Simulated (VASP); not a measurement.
# SnSe2 (P-3m1) in VASP: a series of runs

The runs below take SnSe2 through single point, with LDA.

Everything below comes from runs of VASP 6.6.1. Logs are shortened: lines on timing, memory, paths and dates and some standing lists are left out, and cuts for length are marked.

## Step 1: The structure

Symmetry: P-3m1, No. 164, trigonal system. Conventional cell: a = 3.811 Å, b = 3.811 Å, c = 6.136 Å, α = 90.00°, β = 90.00°, γ = 120.00°. Sn (site symmetry -3m) has 6 Se at 2.68 Å as nearest neighbours. Around Se (site symmetry 3m) lie 3 Sn at 2.68 Å.

## Step 2: Single point, LDA

INCAR reads:

```
SYSTEM = SnSe2
PREC     = Accurate       ! precision mode
ENCUT    = 450            ! plane-wave cutoff, eV
EDIFF    = 1E-7           ! SCF threshold, eV
ISMEAR   = 0              ! smearing method
SIGMA    = 0.5            ! smearing width, eV
LREAL    = .False.        ! projectors in reciprocal space
LASPH    = .True.         ! aspherical terms in the spheres
NELM     = 100            ! most SCF steps
ALGO     = Normal         ! electronic algorithm
ISIF     = 2              ! what is computed and relaxed
LWAVE    = .False.        ! write WAVECAR
LCHARG   = .False.        ! write CHGCAR
NBANDS   = 20             ! bands
ADDGRID  = .False.
```

KPOINTS reads:

```
regular mesh
0
Gamma
  5 5 3
  0 0 0
```

POSCAR reads:

```
SnSe2
1.0
    3.8110000000      0.0000000000      0.0000000000
   -1.9055000000      3.3004228138      0.0000000000
    0.0000000000      0.0000000000      6.1360000000
Sn Se
1 2
Direct
    0.0255860000      0.0074750000      0.0043360000
    0.6613810000      0.3516810000      0.7467700000
    0.3595740000      0.6870860000      0.2661230000
```

Potentials or basis: VASP PAW LDA potentials, release 64 (Sn_d, Se).

The run is started by

```
cat potpaw_LDA.64/Sn_d/POTCAR potpaw_LDA.64/Se/POTCAR > POTCAR
mpirun -np 1 vasp_std > vasp.out
```

OUTCAR:

```text
SYSTEM = SnSe2
   PREC = Accurate
   ENCUT = 450
   EDIFF = 1E-7
   ISMEAR = 0
   LREAL = .False.
   LASPH = .True.
   NELM = 100
   ISIF = 2

 Found     38 irreducible k-points:

 Following reciprocal coordinates:
            Coordinates               Weight
  0.000000  0.000000  0.000000      1.000000
  0.200000 -0.000000  0.000000      2.000000
  0.000000  0.200000  0.000000      2.000000
 -0.200000  0.200000  0.000000      2.000000
  0.400000 -0.000000  0.000000      2.000000
  0.000000  0.400000  0.000000      2.000000
   k-points           NKPTS =     38   k-points in BZ     NKDIM =     38   number of bands    NBANDS=     20
   number of dos      NEDOS =    301   number of ions     NIONS =      3
   total plane-waves  NPLWV =  32928
   dimension x,y,z NGX =    28 NGY =   28 NGZ =   42
   dimension x,y,z NGXF=    56 NGYF=   56 NGZF=   84
   ions per type =               1   2
   NGX,Y,Z   is equivalent  to a cutoff of  12.21, 12.21, 11.38 a.u.
   NGXF,Y,Z  is equivalent  to a cutoff of  24.43, 24.43, 22.76 a.u.
 SYSTEM =  SnSe2
   PREC   = accura    normal or accurate (medium, high low for compatibility)
   ISTART =      0    job   : 0-new  1-cont  2-samecut
   ICHARG =      2    charge: 1-file 2-atom 10-const
   ISPIN  =      1    spin polarized calculation?
   LNONCOLLINEAR =      F non collinear calculations
   LSORBIT =      F    spin-orbit coupling
   LASPH  =      T    aspherical Exc in radial PAW
   ENCUT  =  450.0 eV  33.07 Ry    5.75 a.u.   6.59  6.59 10.61*2*pi/ulx,y,z
   NELM   =    100;   NELMIN=  2; NELMDL= -5     # of ELM steps
   EDIFF  = 0.1E-06   stopping-criterion for ELM
   LREAL  =      F    real-space projection
   EDIFFG = 0.1E-05   stopping-criterion for IOM
   NSW    =      0    number of steps for IOM
   IBRION =     -1    ionic relax: 0-MD 1-quasi-New 2-CG
   NFREE  =      0    steps in history (QN), initial steepest desc. (CG)
   ISIF   =      2    stress and relaxation
   ISYM   =      2    0-nonsym 1-usesym 2-fastsym
   POTIM  = 0.5000    time-step for ionic-motion
   TEBEG  =    0.0;   TEEND  =   0.0 temperature during run
   PSTRESS=    0.0 pullay stress
   NELECT =      26.0000    total number of electrons
   NUPDOWN=      -1.0000    fix difference up-down
   EMIN   =  10.00;   EMAX   =-10.00  energy-range for DOS
   EFERMI =   0.00;   METHOD = LEGACY
   ISMEAR =     0;   SIGMA  =   0.50  broadening in eV -4-tet -1-fermi 0-gaus
   EFERMI_NEDOS =   21; number of points for ismear=-14 and -15
   IALGO  =     38    algorithm
   IMIX   =      4    mixing-type and parameters
     AMIX     =   0.40;   BMIX     =  1.00
     AMIX_MAG =   1.60;   BMIX_MAG =  1.00
  volume/ion in A,a.u.               =      25.73       173.61
  Fermi-wavevector in a.u.,A,eV,Ry     =   1.139116  2.152617 17.654722  1.297585
  Thomas-Fermi vector in A             =   2.275820
   LORBIT       =      0    0 simple, 1 ext, 2 COOP (PROOUT), +10 PAW based schemes
   GGA     = CA    functional components
   LHFCALC =     F    Hartree Fock is set to
   AEXX    =    0.0000 exact exchange contribution
   IVDW    =     0    specifies the selected vdW correction
   LEPSILON=     F    determine dielectric tensor
   LRPA    =     F    only Hartree local field effects (RPA)
 non-spin polarized calculation
 Gauss-broadening in eV      SIGMA  =   0.50
  energy-cutoff  :      450.00
  volume of cell :       77.18
 maximum number of plane-waves:      1701
 NGX is ok and might be reduce to    28
   NGX = 13   NGY = 13   NGZ = 21

 number of electron      26.0000001 magnetization

 Free energy of the ion-electron system (eV)
  ---------------------------------------------------
  ext. energy  EPLUGINS =         0.00000000
  ---------------------------------------------------
  free energy    TOTEN  =       -13.73104797 eV

  energy without entropy =      -13.64209653  energy(sigma->0) =      -13.68657225

 E-fermi :   4.5056     XC(G=0):  -9.8266

 val. band max:        4.1391622618   @ k =   0.2000  -0.0000   0.0000
 cond. band min:       4.5650409001   @ k =   0.4000  -0.4000   0.3333
 fundamental gap:      0.4258786383
 Fermi energy:         4.5056366955

 k-point     1 :       0.0000    0.0000    0.0000
  band No.  band energies     occupation
      1     -17.0226      2.00000
      2     -17.0187      2.00000
      3     -16.9792      2.00000
      4     -16.9673      2.00000
      5     -16.9667      2.00000
      6      -9.7635      2.00000
      7      -8.0870      2.00000
      8      -2.2654      2.00000
      9       3.3299      1.99912
     10       3.6859      1.97958
     11       3.8229      1.94654
     12       3.8960      1.91536
     13       4.0469      1.80558
     14       4.9146      0.24733
     15       7.0952      0.00000
     16       8.5274      0.00000
     17       8.9206      0.00000
     18      12.1277      0.00000
     19      13.0676      0.00000
     20      13.2505      0.00000

 k-point     2 :       0.2000   -0.0000    0.0000
  band No.  band energies     occupation
      1     -17.0406      2.00000
      2     -17.0063      2.00000
      3     -16.9791      2.00000
      4     -16.9652      2.00000
      5     -16.9630      2.00000
      6      -9.3809      2.00000
      7      -7.8445      2.00000
      8      -2.2227      2.00000
      9       0.9797      2.00000
     10       2.1953      2.00000
     11       2.6446      2.00000
     12       4.0455      1.80691
     13       4.1392      1.70005
     14       6.2482      0.00000
     15       7.7259      0.00000
     16       9.0824      0.00000
     17       9.1925      0.00000
     18      10.8191      0.00000
     19      12.0364      0.00000
     20      13.4666      0.00000

 k-point     3 :       0.0000    0.2000    0.0000
  band No.  band energies     occupation
      1     -17.0367      2.00000
      2     -17.0099      2.00000
      3     -16.9770      2.00000
      4     -16.9679      2.00000
      5     -16.9626      2.00000
      6      -9.3801      2.00000
      7      -7.8594      2.00000
      8      -2.1949      2.00000
      9       1.0828      2.00000
     10       2.1845      2.00000
     11       2.6076      2.00000
     12       3.9844      1.85963
     13       4.0888      1.76155
     14       6.2125      0.00000
     15       7.7228      0.00000
     16       9.0523      0.00000
     17       9.2534      0.00000
     18      10.9124      0.00000
     19      12.1254      0.00000
     20      13.4667      0.00000

 k-point     4 :      -0.2000    0.2000    0.0000
  band No.  band energies     occupation
      1     -17.0365      2.00000
      2     -17.0093      2.00000
      3     -16.9760      2.00000
      4     -16.9687      2.00000
      5     -16.9631      2.00000
      6      -9.3821      2.00000
      7      -7.8702      2.00000
      8      -2.1685      2.00000
      9       1.1888      2.00000
     10       2.2184      2.00000
     11       2.5005      2.00000
     12       3.9444      1.88761
     13       4.0530      1.79957
     14       6.1768      0.00000
     15       7.7343      0.00000
     16       9.0213      0.00000
     17       9.2895      0.00000
     18      10.9731      0.00000
     19      12.1887      0.00000
     20      13.4869      0.00000

 k-point     5 :       0.4000   -0.0000    0.0000
  band No.  band energies     occupation
      1     -17.0729      2.00000
      2     -16.9971      2.00000
      3     -16.9908      2.00000
      4     -16.9490      2.00000
      5     -16.9434      2.00000
      6      -8.4680      2.00000
      7      -7.5279      2.00000
      8      -2.9619      2.00000
      9      -0.1054      2.00000
     10       0.9077      2.00000
     11       1.7956      2.00000
     12       3.1630      1.99985
     13       3.9416      1.88935
     14       5.3178      0.02162
     15       7.7614      0.00000
     16       9.0917      0.00000
     17       9.4192      0.00000
     18      10.8748      0.00000
     19      13.5660      0.00000
     20      14.5118      0.00000

 k-point     6 :       0.0000    0.4000    0.0000
  band No.  band energies     occupation
      1     -17.0680      2.00000
      2     -17.0008      2.00000
      3     -16.9886      2.00000
      4     -16.9517      2.00000
      5     -16.9435      2.00000
      6      -8.4508      2.00000
      7      -7.6014      2.00000
      8      -2.8161      2.00000
      9      -0.1057      2.00000
     10       0.9762      2.00000
     11       1.7700      2.00000
     12       2.9873      1.99998
     13       3.8888      1.91895
     14       5.3636      0.01524
     15       7.7188      0.00000
     16       9.2016      0.00000
     17       9.5382      0.00000
     18      10.6697      0.00000
     19      13.5831      0.00000
     20      14.4209      0.00000

 [... further k-points ...]

------------------------ aborting loop because EDIFF is reached ----------------------------------------

  FORCE on cell =-STRESS in cart. coord.  units (eV):
  Direction    XX          YY          ZZ          XY          YZ          ZX
  --------------------------------------------------------------------------------------
  -------------------------------------------------------------------------------------
  Total       -0.2690444     -0.3089651     -0.5429905      0.1409045     -0.1088972     -0.5260356
  in kB       -5.5852248     -6.4139575    -11.2722062      2.9251059     -2.2606502    -10.9202313
  external PRESSURE =      -7.7571295 kB  Pullay stress =       0.0000000 kB

 VOLUME and BASIS-vectors are now :
 -----------------------------------------------------------------------------
  energy-cutoff  :      450.00
  volume of cell :       77.18
      direct lattice vectors                 reciprocal lattice vectors
     3.811000000  0.000000000  0.000000000     0.262398321  0.151495741  0.000000000
    -1.905500000  3.300422814  0.000000000     0.000000000  0.302991482  0.000000000
     0.000000000  0.000000000  6.136000000     0.000000000  0.000000000  0.162972621

 POSITION                                       TOTAL-FORCE (eV/Angst)
 -----------------------------------------------------------------------------------
      0.08326      0.02467      0.02661        -0.369755      0.108921      0.262494
      1.85039      1.16070      4.58218         0.390401     -0.020848     -0.114680
      0.06109      2.26767      1.63293        -0.020645     -0.088073     -0.147813
 -----------------------------------------------------------------------------------
    total drift:                               -0.000103     -0.000173      0.000432

  FREE ENERGIE OF THE ION-ELECTRON SYSTEM (eV)
  ---------------------------------------------------
  free  energy   TOTEN  =       -13.7310479651 eV

  energy  without entropy=      -13.6420965339  energy(sigma->0) =      -13.68657225
```

It took 20 s on 1 thread of Intel Xeon 6975P-C (Granite Rapids), shared host; peak memory 0.18 GiB.

The run converged, but some of its settings lie outside the range that counts as converged, so its numbers aren't taken as properties of the crystal.

What came out:

- Free energy: -13.7310 eV
- Pressure: -0.8 GPa
- Largest force: 0.466 eV/Å
- Band gap on the k mesh: 0.43 eV, indirect (least direct gap 0.87 eV)

Caveat: spin-orbit coupling is left out, which moves the levels of the heavy elements; an odd mesh through Γ misses points on the zone boundary, where band edges often lie.

## Step 3: Single point, LDA

Changes to INCAR since step 2:

```diff
@@ -5,3 +5,3 @@
 ISMEAR   = 0              ! smearing method
-SIGMA    = 0.5            ! smearing width, eV
+SIGMA    = 0.2            ! smearing width, eV
 LREAL    = .False.        ! projectors in reciprocal space
```

KPOINTS is that of step 2.

POSCAR reads:

```
SnSe2
1.0
    3.8110000000      0.0000000000      0.0000000000
   -1.9055000000      3.3004228138      0.0000000000
    0.0000000000      0.0000000000      6.1360000000
Sn Se
1 2
Direct
    0.0000000000      0.0000000000      0.0000000000
    0.6666666667      0.3333333333      0.7510000000
    0.3333333333      0.6666666667      0.2490000000
```

Potentials or basis: VASP PAW LDA potentials, release 64 (Sn_d, Se).

The run is started by

```
cat potpaw_LDA.64/Sn_d/POTCAR potpaw_LDA.64/Se/POTCAR > POTCAR
mpirun -np 1 vasp_std > vasp.out
```

OUTCAR:

```text
SYSTEM = SnSe2
   PREC = Accurate
   ENCUT = 450
   EDIFF = 1E-7
   ISMEAR = 0
   LREAL = .False.
   LASPH = .True.
   NELM = 100
   ISIF = 2

 Found     12 irreducible k-points:

 Following reciprocal coordinates:
            Coordinates               Weight
  0.000000  0.000000  0.000000      1.000000
  0.200000 -0.000000  0.000000      6.000000
  0.400000 -0.000000  0.000000      6.000000
  0.200000  0.200000  0.000000      6.000000
  0.400000  0.200000  0.000000      6.000000
  0.000000  0.000000  0.333333      2.000000
[... 217 lines left out ...]
  FORCE on cell =-STRESS in cart. coord.  units (eV):
  Direction    XX          YY          ZZ          XY          YZ          ZX
  --------------------------------------------------------------------------------------
  -------------------------------------------------------------------------------------
  Total        0.3281194      0.3281194      0.9451885      0.0000000      0.0000000      0.0000000
  in kB        6.8115922      6.8115922     19.6216330      0.0000000      0.0000000      0.0000000
  external PRESSURE =      11.0816058 kB  Pullay stress =       0.0000000 kB

 VOLUME and BASIS-vectors are now :
 -----------------------------------------------------------------------------
  energy-cutoff  :      450.00
  volume of cell :       77.18
      direct lattice vectors                 reciprocal lattice vectors
     3.811000000  0.000000000  0.000000000     0.262398321  0.151495741  0.000000000
    -1.905500000  3.300422814  0.000000000     0.000000000  0.302991482  0.000000000
     0.000000000  0.000000000  6.136000000     0.000000000  0.000000000  0.162972621

 POSITION                                       TOTAL-FORCE (eV/Angst)
 -----------------------------------------------------------------------------------
      0.00000      0.00000      0.00000        -0.000000      0.000000     -0.000000
      1.90550      1.10014      4.60814         0.000000     -0.000000     -0.457906
     -0.00000      2.20028      1.52786        -0.000000      0.000000      0.457906
 -----------------------------------------------------------------------------------
    total drift:                                0.000000      0.000000     -0.000000

  FREE ENERGIE OF THE ION-ELECTRON SYSTEM (eV)
  ---------------------------------------------------
  free  energy   TOTEN  =       -13.7161128719 eV

  energy  without entropy=      -13.7152338652  energy(sigma->0) =      -13.71567337
```

stdout:

```text
POSCAR found type information on POSCAR SnSe
 POSCAR found :  2 types and       3 ions
 scaLAPACK will be used
 LDA part: xc-table for (Slater(with rela. corr.)+CA(PZ))
 , standard interpolation
 POSCAR, INCAR and KPOINTS ok, starting setup
 FFT: planning ... GRIDC
 FFT: planning ... GRID_SOFT
 FFT: planning ... GRID
 WAVECAR not read
 entering main loop
```

It took 8.4 s on 1 thread of Intel Xeon 6975P-C (Granite Rapids), shared host; peak memory 0.15 GiB.

The run converged, but some of its settings lie outside the range that counts as converged, so its numbers aren't taken as properties of the crystal.

Results:

```yaml
Free_energy: -13.7161 eV
Pressure: 1.1 GPa
Largest_force: 0.458 eV/Å
Band_gap_on_the_k_mesh: 0.66 eV, indirect (least direct gap 0.89 eV)
```

Caveat: spin-orbit coupling is left out, which moves the levels of the heavy elements; an odd mesh through Γ misses points on the zone boundary, where band edges often lie.

## Step 4: Single point, LDA

INCAR is that of step 3.

KPOINTS is that of step 3.

POSCAR reads:

```
SnSe2
1.0
    3.8110000000      0.0000000000      0.0000000000
   -1.9055000000      3.3004228138      0.0000000000
    0.0000000000      0.0000000000      6.1360000000
Sn Se
1 2
Direct
    0.0255860000      0.0074750000      0.0043360000
    0.6613810000      0.3516810000      0.7467700000
    0.3595740000      0.6870860000      0.2661230000
```

The run is started by

```
cat potpaw_LDA.64/Sn_d/POTCAR potpaw_LDA.64/Se/POTCAR > POTCAR
mpirun -np 1 vasp_std > vasp.out
```

Run time: 22 s. Hardware: 1 thread of Intel Xeon 6975P-C (Granite Rapids), shared host; peak memory 0.17 GiB.

The run converged, but some of its settings lie outside the range that counts as converged, so its numbers aren't taken as properties of the crystal.

What came out:

| Item | Value |
| --- | --- |
| Free energy | -13.7019 eV |
| Pressure | -1.0 GPa |
| Largest force | 0.477 eV/Å |
| Band gap on the k mesh | 0.41 eV, indirect (least direct gap 0.86 eV) |

Caveat: spin-orbit coupling is left out, which moves the levels of the heavy elements; an odd mesh through Γ misses points on the zone boundary, where band edges often lie.

## Step 5: Single point, LDA

Changes to INCAR since step 4:

```diff
@@ -5,3 +5,3 @@
 ISMEAR   = 0              ! smearing method
-SIGMA    = 0.2            ! smearing width, eV
+SIGMA    = 0.1            ! smearing width, eV
 LREAL    = .False.        ! projectors in reciprocal space
```

KPOINTS is that of step 4.

POSCAR reads:

```
SnSe2
1.0
    3.8110000000      0.0000000000      0.0000000000
   -1.9055000000      3.3004228138      0.0000000000
    0.0000000000      0.0000000000      6.1360000000
Sn Se
1 2
Direct
    0.0000000000      0.0000000000      0.0000000000
    0.6666666667      0.3333333333      0.7510000000
    0.3333333333      0.6666666667      0.2490000000
```

The run is started by

```
cat potpaw_LDA.64/Sn_d/POTCAR potpaw_LDA.64/Se/POTCAR > POTCAR
mpirun -np 1 vasp_std > vasp.out
```

Wall time 8.4 s (1 thread of Intel Xeon 6975P-C (Granite Rapids), shared host); peak memory 0.16 GiB.

These settings aren't checked as converged: the numbers below hold their error.

Results:

* Free energy: -13.7160 eV
* Pressure: 1.1 GPa
* Largest force: 0.457 eV/Å
* Band gap on the k mesh: 0.66 eV, indirect (least direct gap 0.89 eV)

Caveat: spin-orbit coupling is left out, which moves the levels of the heavy elements; an odd mesh through Γ misses points on the zone boundary, where band edges often lie.

## Step 6: For comparison

An earlier run on the cell as given: functional PBEsol; potentials or basis VASP PAW PBE potentials, release 64 (Sn_d, Se); cutoff 520 eV; k mesh 8 × 8 × 5; occupations fermi-dirac, width 0.05 eV; no spin polarisation.

* Pressure: 2.6 GPa
* Largest force: 0.622 eV/Å
* Band gap on the k mesh: 0.73 eV, indirect (least direct gap 1.00 eV)
